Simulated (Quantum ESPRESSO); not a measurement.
# AlO in Quantum ESPRESSO: the effect of functional

Crystal: AlO.

```
Al O
1.0
     2.76919    0.00000    0.00000
     0.00000    2.76919    0.00000
     0.00000    0.00000    2.76919
Al O
1 1
Direct
  0.50000 0.50000 0.50000
  0.00000 0.00000 0.00000
```

The cell was built by a generator and needn't be a form met in nature.

Alike in all runs:

* Program: Quantum ESPRESSO 7.5
* Task: phonon dispersion
* Cutoff: 612 eV
* Density cutoff: 4898 eV
* k mesh: 8 × 8 × 8
* Occupations: cold, width 0.2 eV
* Spin: no spin polarisation

Each run relaxes the cell or the atoms first.

Problem. One run gave: relaxed volume 9.98 Å³/atom. Which functional did it use?
A. PBEsol
B. LDA
C. PBE

Solution. B.

| functional | potentials or basis | relaxed volume (Å³/atom) |
| --- | --- | --- |
| LDA | GBRV 1.5 LDA | 9.98 |
| PBE | GBRV 1.5 PBE | 10.62 |
| PBEsol | GBRV 1.5 PBEsol | 10.27 |

Caveats: the mesh is thin for the phonons of a metal; some modes are imaginary; an odd number of electrons without spin polarisation forces a metal; a magnetic or distorted state may lie lower.

Not every run made on this cell is shown here.
